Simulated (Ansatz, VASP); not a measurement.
# Cross-check of ZnO (zincite) between VASP and Ansatz

Wanted: the spread between two codes on one cell, functional and k mesh.

Method: plane waves, with VASP 6.6.1 beside it; band structure at r2SCANh with an exact-exchange share of 0.1 and band structure at PBE-EpsX with an exact-exchange share of 0.171, in Ansatz 0.2.0.

### Step 1. The structure

It takes space group P6_3mc (No. 186, hexagonal). The conventional cell has a = 3.249 Å, b = 3.249 Å, c = 5.206 Å, α = 90.00°, β = 90.00°, γ = 120.00°. Nearest to Zn lie 4 O at 1.97 to 1.98 Å. Nearest to O lie 4 Zn at 1.97 to 1.98 Å. Farther neighbours and most contacts between anions are not listed.

Coordinates:

```xyz
4
Lattice="3.2493 0.0000 0.0000 -1.6247 2.8140 0.0000 0.0000 0.0000 5.2057" Properties=species:S:1:pos:R:3 pbc="T T T"
Zn    0.0000    1.8760    2.6029
Zn    1.6247    0.9380    0.0000
O     1.6247    0.9380    1.9730
O     0.0000    1.8760    4.5759
```

### Step 2. VASP: band structure, r2SCANh with an exact-exchange share of 0.1

Levels along a path test the potential and the projectors away from the mesh points.

Lines of VASP's logs that name or quote its potential files are left out, and so is its time.

The run reads the wave functions of an earlier VASP run, which isn't shown here.

Contents of INCAR:

```
SYSTEM = ZnO
PREC = Accurate
ENCUT = 520
EDIFF = 1E-06
NELM = 100
ISMEAR = 0
SIGMA = 0.02
LREAL = .FALSE.
ALGO = Normal
LHFCALC = .TRUE.
AEXX = 0.1
METAGGA = R2SCAN
LASPH = .TRUE.
NBANDS = 24
PRECFOCK = Fast
HFRCUT = -1
LORBIT = 11
LWAVE = .FALSE.
LCHARG = .FALSE.
KPAR = 8
```

Contents of POSCAR:

```
ZnO
1.0
    3.2493080000      0.0000000000      0.0000000000
   -1.6246540000      2.8139832727      0.0000000000
    0.0000000000      0.0000000000      5.2057090000
Zn O
2 2
Direct
    0.3333333333      0.6666666667      0.5000000000
    0.6666666667      0.3333333333      0.0000000000
    0.6666666667      0.3333333333      0.3790100000
    0.3333333333      0.6666666667      0.8790100000
```

Contents of KPOINTS:

```
Automatic mesh
0
Gamma
5 5 3
0 0 0
```

Contents of KPOINTS_OPT:

```
Line mode
6
Line-mode
Reciprocal
  0.00000000   0.00000000   0.00000000 GAMMA
  0.50000000   0.00000000   0.00000000 M

  0.50000000   0.00000000   0.00000000 M
  0.33333333   0.33333333   0.00000000 K

  0.33333333   0.33333333   0.00000000 K
  0.00000000   0.00000000   0.00000000 GAMMA

  0.00000000   0.00000000   0.00000000 GAMMA
  0.00000000   0.00000000   0.50000000 A

  0.00000000   0.00000000   0.50000000 A
  0.50000000   0.00000000   0.50000000 L

  0.50000000   0.00000000   0.50000000 L
  0.33333333   0.33333333   0.50000000 H

  0.33333333   0.33333333   0.50000000 H
  0.00000000   0.00000000   0.50000000 A

  0.50000000   0.00000000   0.50000000 L
  0.50000000   0.00000000   0.00000000 M

  0.33333333   0.33333333   0.00000000 K
  0.33333333   0.33333333   0.50000000 H
```

Potentials, in the order of the species: Zn and O (PBE family, release 64).

The run is started by

```sh
> mpirun -np 8 vasp_std
```

Numbers of over 12 decimals in the logs are rounded to 6 here.

What it wrote:

```text
[banner, memory and clock lines left out]
running    8 mpi-ranks, on    1 nodes
 distrk:  each k-point on    1 cores,    8 groups
 distr:  one band on    1 cores,    1 groups

 POSCAR found type information on POSCAR ZnO
 POSCAR found :  2 types and       4 ions
|                                                                             |
|           W    W    AA    RRRRR   N    N  II  N    N   GGGG   !!!           |
|           W    W   A  A   R    R  NN   N  II  NN   N  G    G  !!!           |
|           W    W  A    A  R    R  N N  N  II  N N  N  G       !!!           |
|           W WW W  AAAAAA  RRRRR   N  N N  II  N  N N  G  GGG   !            |
|           WW  WW  A    A  R   R   N   NN  II  N   NN  G    G                |
|           W    W  A    A  R    R  N    N  II  N    N   GGGG   !!!           |
|                                                                             |
|     For optimal performance we recommend to set                             |
|       NCORE = 2 up to number-of-cores-per-socket                            |
|     NCORE specifies how many cores store one orbital (NPAR=cpu/NCORE).      |
|     This setting can greatly improve the performance of VASP for DFT.       |
|     The default, NCORE=1 might be grossly inefficient on modern             |
|     multi-core architectures or massively parallel machines. Do your        |
|     Unfortunately you need to use the default for GW and RPA                |
|     calculations (for HF NCORE is supported but not extensively tested      |
|     yet).                                                                   |
|                                                                             |

|                                                                             |
|               ----> ADVICE to this user running VASP <----                  |
|                                                                             |
|     You enforced a specific xc type in the INCAR file but a different       |
|     [... a line on the potential file left out ...]
|     I HOPE YOU KNOW WHAT YOU ARE DOING!                                     |
|                                                                             |

 LDA part: xc-table for (None), standard interpolation
 found WAVECAR, reading the header
 POSCAR, INCAR and KPOINTS ok, starting setup
 FFT: planning ... GRIDC
 FFT: planning ... GRID_SOFT
 FFT: planning ... GRID
 HFRCUT set to (new)   9.481018
 reading WAVECAR
 the WAVECAR file was read successfully
 initial charge from wavefunction
 entering main loop
       N       E                     dE             d eps       ncg     rms          rms(c)
DAV:   1    -0.370443901218E+02   -0.37044E+02   -0.14484E+00   584   0.265E+01    0.264E+00
DAV:   2    -0.370021582331E+02    0.42232E-01   -0.45485E-01   560   0.134E+01    0.751E-01
DAV:   3    -0.370065837939E+02   -0.44256E-02   -0.25292E-02   656   0.227E+00    0.398E-01
DAV:   4    -0.370069498400E+02   -0.36605E-03   -0.16009E-03   544   0.356E-01    0.236E-01
DAV:   5    -0.370069719380E+02   -0.22098E-04   -0.87552E-05   544   0.109E-01    0.141E-01
DAV:   6    -0.370070058612E+02   -0.33923E-04   -0.46322E-05   528   0.668E-02    0.837E-02
DAV:   7    -0.370070316288E+02   -0.25768E-04   -0.11692E-05   512   0.362E-02    0.503E-02
DAV:   8    -0.370070468754E+02   -0.15247E-04   -0.42010E-06   496   0.214E-02    0.298E-02
DAV:   9    -0.370070559323E+02   -0.90569E-05   -0.13610E-06   352   0.133E-02    0.181E-02
DAV:  10    -0.370070608969E+02   -0.49646E-05   -0.90963E-07   272   0.109E-02    0.107E-02
DAV:  11    -0.370070641757E+02   -0.32788E-05   -0.23916E-07   264   0.792E-03    0.671E-03
DAV:  12    -0.370070657038E+02   -0.15281E-05   -0.30192E-07   264   0.731E-03    0.387E-03
DAV:  13    -0.370070669383E+02   -0.12345E-05   -0.90349E-08   264   0.481E-03    0.249E-03
DAV:  14    -0.370070674011E+02   -0.46278E-06   -0.70086E-08   264   0.396E-03
   1 F= -.37007067E+02 E0= -.37007067E+02  d E =-.451243E-33
 Start KPOINTS_OPT (optional k-point list driver)
k-point batch [1-10\54]
       N       E                     dE             ncg
DAV:   1     0.116548835112E+04   -0.83944E+04      488
DAV:   2    -0.173334534099E+04   -0.28988E+04      520
DAV:   3    -0.200972311017E+04   -0.27638E+03      536
DAV:   4    -0.201515377489E+04   -0.54307E+01      568
DAV:   5    -0.201519281262E+04   -0.39038E-01      640
DAV:   6    -0.201519311831E+04   -0.30569E-03      632
DAV:   7    -0.201519312179E+04   -0.34794E-05      608
DAV:   8    -0.201519312184E+04   -0.48472E-07      440
[...]
k-point batch [51-54\54]
       N       E                     dE             ncg
DAV:   1     0.877057445597E+04   -0.55637E+04      192
DAV:   2     0.762238622252E+04   -0.11482E+04      216
DAV:   3     0.751279970410E+04   -0.10959E+03      224
DAV:   4     0.751087387643E+04   -0.19258E+01      208
DAV:   5     0.751086155136E+04   -0.12325E-01      216
DAV:   6     0.751086146620E+04   -0.85160E-04      216
DAV:   7     0.751086146536E+04   -0.84575E-06      168
```

From OUTCAR (step 2):

```text
ion  position               nearest neighbor table
   1  0.333  0.667  0.500-   4 1.97   3 1.98   3 1.98   3 1.98
   2  0.667  0.333  0.000-   3 1.97   4 1.98   4 1.98   4 1.98
   3  0.667  0.333  0.379-   2 1.97   1 1.98   1 1.98   1 1.98
   4  0.333  0.667  0.879-   1 1.97   2 1.98   2 1.98   2 1.98

  LATTYP: Found a hexagonal cell.
 ALAT       =     3.2493080000
 C/A-ratio  =     1.6020977390

 Subroutine GETGRP returns: Found 12 space group operations
 (whereof  6 operations were pure point group operations)

The static configuration has the point symmetry C_3v.
 The point group associated with its full space group is C_6v.

 Found     10 irreducible k-points:

   k-points           NKPTS =     10   k-points in BZ     NKDIM =     75   number of bands    NBANDS=     24

   dimension x,y,z NGX =    24 NGY =   24 NGZ =   40
   dimension x,y,z NGXF=    48 NGYF=   48 NGZF=   80

   ENCUT  =  520.0 eV  38.22 Ry    6.18 a.u.   6.04  6.04  9.68*2*pi/ulx,y,z

   NELECT =      36.0000    total number of electrons

 k-points in reciprocal lattice and weights: Automatic mesh
   0.00000000  0.00000000  0.00000000       0.013
   0.20000000 -0.00000000  0.00000000       0.080
   0.40000000 -0.00000000  0.00000000       0.080
   0.20000000  0.20000000  0.00000000       0.080
   0.40000000  0.20000000  0.00000000       0.080
   0.00000000  0.00000000  0.33333333       0.027
   0.20000000 -0.00000000  0.33333333       0.160
   0.40000000 -0.00000000  0.33333333       0.160
   0.20000000  0.20000000  0.33333333       0.160
   0.40000000  0.20000000  0.33333333       0.160

  exchange ACFDT corr.  =         0.00000000  see jH, gK, PRB 81, 115126

 average (electrostatic) potential at core
       1 -37.5141       2 -37.5141       3 -73.7207       4 -73.7207

 E-fermi :   0.3855

 k-point     1 :       0.0000    0.0000    0.0000
  band No.  band energies     occupation
    ...
     14      -0.6339      2.00000
     15      -0.6339      2.00000
     16       0.1523      2.00000
     17       0.2198      2.00000
     18       0.2198      2.00000
     19       2.3491      0.00000
     20       7.0710      0.00000
     21      10.1398      0.00000
     22      14.9236      0.00000
     23      14.9238      0.00000
    ...

 k-point     2 :       0.2000   -0.0000    0.0000
  band No.  band energies     occupation
    ...
     14      -1.8976      2.00000
     15      -1.1398      2.00000
     16      -1.1395      2.00000
     17      -0.1394      2.00000
     18      -0.0571      2.00000
     19       4.2165      0.00000
     20       8.4903      0.00000
     21      10.0225      0.00000
     22      12.2041      0.00000
     23      14.2590      0.00000
    ...

 k-point     3 :       0.4000   -0.0000    0.0000
  band No.  band energies     occupation
    ...
     14      -3.3849      2.00000
     15      -2.5476      2.00000
     16      -1.9973      2.00000
     17      -0.9069      2.00000
     18      -0.5521      2.00000
     19       6.7975      0.00000
     20       9.2256      0.00000
     21       9.3731      0.00000
     22      10.6080      0.00000
     23      12.9008      0.00000
    ...

  energy-cutoff  :      520.00
  volume of cell :       47.60
      direct lattice vectors                 reciprocal lattice vectors
     3.249308000  0.000000000  0.000000000     0.307757836  0.177684070  0.000000000
    -1.624654000  2.813983273  0.000000000     0.000000000  0.355368139  0.000000000
     0.000000000  0.000000000  5.205709000     0.000000000  0.000000000  0.192096792

 POSITION                                       TOTAL-FORCE (eV/Angst)
 -----------------------------------------------------------------------------------
     -0.00000      1.87599      2.60285         0.000000     -0.000000     -0.087317
      1.62465      0.93799      0.00000        -0.000000      0.000000     -0.087317
      1.62465      0.93799      1.97302         0.000000     -0.000000      0.087317
     -0.00000      1.87599      4.57587         0.000000      0.000000      0.087317
 -----------------------------------------------------------------------------------
    total drift:                                0.000001      0.000000     -0.072829

  FREE ENERGIE OF THE ION-ELECTRON SYSTEM (eV)
  ---------------------------------------------------
  free  energy   TOTEN  =       -37.0070674011 eV

  energy  without entropy=      -37.0070674011  energy(sigma->0) =      -37.00706740

 total charge
# of ion       s       p       d       tot
------------------------------------------
    1        0.425   0.479   9.933  10.837
    2        0.425   0.479   9.933  10.837
    3        1.552   3.498   0.000   5.050
    4        1.552   3.498   0.000   5.050
--------------------------------------------------
tot          3.955   7.954  19.865  31.774

[... 3 further parts left out ...]
```

[end of part 1 of 3]

[Lines on the potential files, build, host, timing and source positions are cut from VASP's logs without a mark.]

[Logs are printed without paths, hosts, clocks, repeated set-up lines and the standing remarks that a program may print on its own settings, such as how far it seeks lower states.]

[Hosts, paths, dates, database ids (printed as entryN), source tags and the programs' standing remarks are cut or masked in the printed files.]
